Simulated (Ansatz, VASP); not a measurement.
# AlP in two plane-wave programs, part 2 of 2

One calculation is typed for both programs; each brings its own data sets. How far apart do they land? The cell is taken from a series of runs on this material, whose earlier steps may have relaxed, scaled, displaced or heated it; both programs get it as it stands.

VASP 6.6.1 and Ansatz 0.2.0.

So far: Starting point; Ansatz: single point, LDA, pair 1; VASP: single point, LDA, pair 1; Side by side; Ansatz: single point, LDA, pair 2.

### Step 6. VASP: single point, LDA, pair 2

Level of this step: LDA; plane waves and PAW (Al, P) (VASP).

The same cell, functional (in two slightly different forms), mesh and smearing now go to VASP, with its own data sets.

File INCAR:

```
SYSTEM = AlP
PREC = Accurate
ENCUT = 400
EDIFF = 1E-06
NELM = 120
ISMEAR = -1
SIGMA = 0.02
LREAL = .FALSE.
ALGO = Normal
GGA = CA
NBANDS = 18
LORBIT = 11
LWAVE = .FALSE.
LCHARG = .FALSE.
ISIF = 2
LDIPOL = .TRUE.
IDIPOL = 3
DIPOL = 0.5 0.5 0.5
LVHAR = .TRUE.
LASPH = .TRUE.
GGA_COMPAT = .FALSE.
EFERMI = MIDGAP
NELMDL = -8
KPAR = 2
```

File POSCAR:

```
AlP
1.0
    3.8544390642      0.0000000000      0.0000000000
    0.0000000000      5.4510000000      0.0000000000
    0.0000000000      0.0000000000     31.6000000000
Al P
3 3
Direct
    0.0000000000      0.0383532066      0.4507763172
    0.5000000000      0.4581954015      0.5000000000
    0.0000000000      0.0383532066      0.5492236828
    0.5000000000      0.2501740237      0.4336931820
    0.0000000000      0.7147501378      0.5000000000
    0.5000000000      0.2501740237      0.5663068180
```

File KPOINTS:

```
Automatic mesh
0
Gamma
6 4 1
0 0 0
```

Potentials, in the order of the species: Al and P (LDA family, release 64).

Command:

```bash
> mpirun -np 2 vasp_std
```

Numbers of over 12 decimals in the logs are rounded to 6 here.

What it wrote:

```text
[... set-up lines as in an earlier step ...]
 entering main loop
       N       E                     dE             d eps       ncg     rms          rms(c)
DAV:   1     0.138379566293E+03    0.13838E+03   -0.58926E+03   432   0.704E+02
DAV:   2    -0.112473783639E+02   -0.14963E+03   -0.14526E+03   632   0.148E+02
DAV:   3    -0.323087224471E+02   -0.21061E+02   -0.20938E+02   498   0.602E+01
DAV:   4    -0.332403767205E+02   -0.93165E+00   -0.93015E+00   642   0.164E+01
[...]
DAV:  25    -0.312219402138E+02   -0.30049E-05   -0.40264E-08   368   0.789E-04    0.633E-04
DAV:  26    -0.312219438183E+02   -0.36045E-05   -0.76722E-08   366   0.967E-04    0.513E-04
DAV:  27    -0.312219440752E+02   -0.25687E-06   -0.69398E-09   296   0.418E-04
   1 F= -.31221944E+02 E0= -.31221939E+02  d E =-.918139E-05
```

From OUTCAR (step 6):

```text
  Total       -3.1350617     -2.2876999      0.0115290      0.0000000      0.0000000      0.0000000
  in kB       -7.5654058     -5.5205861      0.0278213      0.0000000      0.0000000      0.0000000
  external PRESSURE =      -4.3527235 kB  Pullay stress =       0.0000000 kB

 POSITION                                       TOTAL-FORCE (eV/Angst)
 -----------------------------------------------------------------------------------
      0.00000      0.20906     14.24453         0.000000      0.003213      0.002964
      1.92722      2.49762     15.80000         0.000000     -0.005665      0.000000
      0.00000      0.20906     17.35547         0.000000      0.003213     -0.002964
      1.92722      1.36370     13.70470        -0.000000      0.000427     -0.007603
      0.00000      3.89610     15.80000         0.000000     -0.001613      0.000000
      1.92722      1.36370     17.89530        -0.000000      0.000427      0.007603
 -----------------------------------------------------------------------------------
    total drift:                               -0.000000     -0.000014     -0.000000

  FREE ENERGIE OF THE ION-ELECTRON SYSTEM (eV)
  ---------------------------------------------------
  free  energy   TOTEN  =       -31.2219440752 eV

  energy  without entropy=      -31.2219348938  energy(sigma->0) =      -31.22193948

[... 1 part as in an earlier step ...]

[... 2 further parts left out ...]
[key lines of the parts left out:]
E-fermi :  -3.6726
```

### Step 7. Side by side

Both answers:

```
              quantity  Ansatz   VASP  difference
gap on the k mesh (eV)   0.324  0.325      -0.001
```

A gap on the mesh is an upper bound, since the band edges may lie between its points. With vacuum in the cell, a pressure given here is an average over mostly empty space and none of the material.

### Step 8. Ansatz: single point, LDA, pair 3

A single point gives forces, pressure and levels at one fixed geometry, so differences don't come from the geometry; what else differs is listed under the comparison. This pair takes another cell of the material, with 10 atoms against 6 for the pair before.

The cell is taken from a series of runs on this material, whose earlier steps may have relaxed, scaled, displaced or heated it; both programs get it as it stands.

File input.yaml:

```yaml
crystal:
  lattice:
    - [3.8544390642, 0.0, 0.0]
    - [0.0, 5.451, 0.0]
    - [0.0, 0.0, 39.2]
  atoms:
    - { symbol: Al, position: [0.0, 0.0548400887, 0.4135575912] }
    - { symbol: P, position: [0.5, 0.2577669163, 0.3977603156] }
    - { symbol: Al, position: [0.5, 0.4767593414, 0.4492904226] }
    - { symbol: P, position: [0.0, 0.7266113576, 0.4511947994] }
    - { symbol: Al, position: [0.0, -0.0181244554, 0.5] }
    - { symbol: P, position: [0.5, 0.2361690473, 0.5] }
    - { symbol: Al, position: [0.5, 0.4767593414, 0.5507095774] }
    - { symbol: P, position: [0.0, 0.7266113576, 0.5488052006] }
    - { symbol: Al, position: [0.0, 0.0548400887, 0.5864424088] }
    - { symbol: P, position: [0.5, 0.2577669163, 0.6022396844] }
  periodic: [true, true, false]
kpoints:
  mp_grid: { grid: [8, 6, 1] }
hamiltonian:
  xc: lda
  pseudopotentials: { kind: paw, azcp: { folder: soft_1 }, xc_functional: pbe }
scf:
  occupations: { method: fixed }
  n_extra_bands: 7
output:
  eigenvalues: true
  band_densities: [{ e_range: [-0.08, 0] }, { e_range: [0.89, 1.02] }]
  volumetric_format: npy
```

Command:

```bash
> ansatz run input.yaml --threads 8 --pin off --max-ram 17510MiB --backend cpu --events-out ev --progress --plain --runs-dir out
```

What it wrote:

```text
[...]
Crystal: 10 atoms, lattice volume = 823.613 Å³
Basis set: ecut = 420 eV, 16101 PW (Γ)
Bands: 27, of which v1, the nominal top of the filled ones, is band 20 counted from 1 (19 counted from 0)
Symmetry: 4 space group operations
[...]
k-points: 20 of 48 (time reversal used)
[...]
k-point 2: bands = [... 16 lower, -6.5070, -6.4653, -6.3920, -6.0182, -3.6976, -3.1980, -3.0542, -2.8016, ... 3 higher]
  k-point 19: bands = [... 16 lower, -7.1483, -6.9350, -6.2586, -6.0269, -3.8797, -3.2008, -2.4235, -2.1837, ... 3 higher]
--- Band densities, each state counted as filled ---
  window                                       electrons  max residual (eV)  cut levels
  e_range: [-0.08, 0]                           0.041667             3.7e-5           0
  e_range: [0.89, 1.02]                         0.041667             3.1e-4           0
[key lines of the parts left out:]
SCF converged after 9 iterations
Free energy (F): -6197.346777 eV
Fermi energy:    -5.888867 eV
```

### Step 9. VASP: single point, LDA, pair 3

The same cell, functional (in two slightly different forms) and mesh now go to VASP, with its own data sets.

INCAR: that of step 6 with these lines changed.

```diff
@@ -5,4 +5,4 @@
 NELM = 120
-ISMEAR = -1
-SIGMA = 0.02
+ISMEAR = 0
+SIGMA = 0.01
 LREAL = .FALSE.
@@ -10,3 +10,3 @@
 GGA = CA
-NBANDS = 18
+NBANDS = 30
 LORBIT = 11
```

File POSCAR:

```
AlP
1.0
    3.8544390642      0.0000000000      0.0000000000
    0.0000000000      5.4510000000      0.0000000000
    0.0000000000      0.0000000000     39.2000000000
Al P
5 5
Direct
    0.0000000000      0.0548400887      0.4135575912
    0.5000000000      0.4767593414      0.4492904226
    0.0000000000      0.9818755446      0.5000000000
    0.5000000000      0.4767593414      0.5507095774
    0.0000000000      0.0548400887      0.5864424088
    0.5000000000      0.2577669163      0.3977603156
    0.0000000000      0.7266113576      0.4511947994
    0.5000000000      0.2361690473      0.5000000000
    0.0000000000      0.7266113576      0.5488052006
    0.5000000000      0.2577669163      0.6022396844
```

File KPOINTS:

```
Automatic mesh
0
Gamma
8 6 1
0 0 0
```

Command:

```bash
> mpirun -np 2 vasp_std
```

What it wrote:

```text
[banner, memory and clock lines left out]
running    2 mpi-ranks, on    1 nodes
[...]
LDA part: xc-table for (Slater(with rela. corr.)+CA(PZ))
 , standard interpolation
 POSCAR, INCAR and KPOINTS ok, starting setup
[...]
entering main loop
       N       E                     dE             d eps       ncg     rms          rms(c)
DAV:   1     0.226556411879E+03    0.22656E+03   -0.10301E+04  1200   0.737E+02
DAV:   2    -0.223369253644E+02   -0.24889E+03   -0.24103E+03  1756   0.163E+02
DAV:   3    -0.555709524605E+02   -0.33234E+02   -0.32927E+02  1474   0.602E+01
DAV:   4    -0.570587973700E+02   -0.14878E+01   -0.14846E+01  1726   0.158E+01
[...]
DAV:  25    -0.542124860080E+02   -0.65045E-05   -0.10211E-07  1096   0.846E-04    0.664E-04
DAV:  26    -0.542124926644E+02   -0.66564E-05   -0.16187E-07   992   0.893E-04    0.331E-04
DAV:  27    -0.542124934898E+02   -0.82537E-06   -0.18588E-08   994   0.424E-04
   1 F= -.54212493E+02 E0= -.54212493E+02  d E =0.000000E+00
```

Parts of OUTCAR (step 9):

```text
  Total       -3.1035454     -1.4978553     -0.0077095      0.0000000      0.0000000      0.0000000
  in kB       -6.0373348     -2.9137817     -0.0149973      0.0000000      0.0000000      0.0000000
  external PRESSURE =      -2.9887046 kB  Pullay stress =       0.0000000 kB

 POSITION                                       TOTAL-FORCE (eV/Angst)
 -----------------------------------------------------------------------------------
      0.00000      0.29893     16.21146         0.000000     -0.006850      0.012424
      1.92722      2.59882     17.61218        -0.000000     -0.001406      0.003408
      0.00000      5.35220     19.60000        -0.000000      0.006743      0.000000
      1.92722      2.59882     21.58782        -0.000000     -0.001406     -0.003408
      0.00000      0.29893     22.98854         0.000000     -0.006850     -0.012424
      1.92722      1.40509     15.59220         0.000000     -0.007662     -0.005867
      0.00000      3.96076     17.68684        -0.000000      0.011111     -0.015866
      1.92722      1.28736     19.60000        -0.000000      0.002870      0.000000
      0.00000      3.96076     21.51316        -0.000000      0.011111      0.015866
      1.92722      1.40509     23.60780         0.000000     -0.007662      0.005867
 -----------------------------------------------------------------------------------
    total drift:                               -0.000000     -0.000491     -0.000001

  FREE ENERGIE OF THE ION-ELECTRON SYSTEM (eV)
  ---------------------------------------------------
  free  energy   TOTEN  =       -54.2124934898 eV

  energy  without entropy=      -54.2124934898  energy(sigma->0) =      -54.21249349

[... 3 further parts left out ...]
[key lines of the parts left out:]
E-fermi :  -2.8723
```

### Step 10. Comparison

The two programs side by side:

```
              quantity  Ansatz   VASP  difference
gap on the k mesh (eV)   0.946  0.940      +0.006
```

A gap on the mesh is an upper bound, since the band edges may lie between its points. With vacuum in the cell, a pressure given here is an average over mostly empty space and none of the material.

### Step 11. Outcome

- difference in gap on the k mesh (single point, LDA, pair 1): -5.2e-4 eV
- difference in gap on the k mesh (single point, LDA, pair 2): -6.1e-4 eV
- difference in gap on the k mesh (single point, LDA, pair 3): 0.0057 eV

The difference in gap on the k mesh is 0.0057 eV (single point, LDA, pair 3), within the 0.08 eV picked in this series as the mark of a large difference. 1 further run of this series is not shown here. Such differences can come from data sets, numerical settings and the points named under the comparisons, not from the functional's error against experiment.

[Lines on the potential files, build, host, timing and source positions are cut from VASP's logs without a mark.]

[Logs are printed without paths, hosts, clocks, repeated set-up lines and the standing remarks that a program may print on its own settings, such as how far it seeks lower states.]

[Hosts, paths, dates, database ids (printed as entryN), source tags and the programs' standing remarks are cut or masked in the printed files.]
